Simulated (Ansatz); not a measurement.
AlAu:

```
Au Al
1.0
     3.22394    0.00000    0.00000
     0.00000    3.22394    0.00000
     0.00000    0.00000    3.22394
Au Al
1 1
Cartesian
  1.6120 1.6120 1.6120
  0.0000 0.0000 0.0000
```

The cell comes from a database or a generator and needn't be the stable form of this composition.

Base run:

```yaml
Program: Ansatz 0.2.0
Functional: PBEsol
Potentials_or_basis: all-electron LAPW, non-relativistic
Cutoff: 207 eV
Density_cutoff: 829 eV
Basis_error_allowed: 0.001 eV/atom
k_mesh: 8 × 8 × 8
Occupations: fermi-dirac, width 0.05 eV
Spin: no spin polarisation
```

Its results: pressure 10.1 GPa.

**Question.** The run is repeated on the same cell with these changes: potentials or basis from all-electron LAPW, non-relativistic to all-electron LAPW, inner shells corrected to Dirac's equation. What comes out?

**Answer.** Pressure -5.1 GPa.

Caveats: relativity is left out, which matters for the heavier elements (some runs).

Not every run made on this cell is shown here.
